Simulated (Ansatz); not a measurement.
Runs of Ansatz 0.2.0 on Al. It takes space group Fm-3m (No. 225, cubic). The conventional cell has a = 4.050 Å, b = 4.050 Å, c = 4.050 Å, α = 90.00°, β = 90.00°, γ = 90.00°. Around Al (site symmetry m-3m) lie 12 Al at 2.86 Å. 

```csv
task,level,potentials or basis,cell,k mesh,cutoff (eV),q mesh,points for each segment of the path,gap on the mesh (eV),pressure (GPa),V0 of scaled cells (Å³/atom),relaxed volume (Å³/atom),B0 (GPa)
phonons,r2SCAN,Ansatz PAW,as given,10 × 10 × 10,500,2 × 2 × 2,8,none,-,-,-,-
equation of state,PBEsol+D4,Ansatz PAW,as given,11 × 11 × 11,420,-,-,-,-,15.84,-,(c)
equation of state,LDA,JTH PAW LDA,as given,11 × 11 × 11,570,-,-,-,-,15.81,-,(b)
relaxation of cell and atoms,PBEsol+D3(BJ),Ansatz PAW,relaxed,11 × 11 × 11,420,-,-,-,0.0,-,15.59,-
band structure,r2SCAN,Ansatz PAW,as given,11 × 11 × 11,500,-,14,none,-3.4,-,-,-
relaxation of cell and atoms,revPBE+D4,Ansatz PAW,relaxed,11 × 11 × 11,420,-,-,none,0.0,-,15.67,-
equation of state,LDA,Ansatz PAW,as given,11 × 11 × 11,420,-,-,-,-,15.83,-,(a)
```

Alike in all rows: no spin polarisation; smearing fermi-dirac 0.05 eV.

**Question.** Fill in the values left out.

**Answer.** (a) 85; (b) 86; (c) 88.

Caveats: the PAW data sets come from PBE, with cores solved anew for the run's functional, which leaves a small shift of forces and pressure (some runs); the plane-wave basis is chosen anew once the cell has moved, so the energies of steps on either side of that aren't comparable (some runs); some levels weren't fully converged (some runs); pairwise dispersion overbinds metals, which lowers pressure and volume (some runs).

A gap of «none» marks a metal or a gap under the smearing width.

Runs at the PBE level aren't shown here.
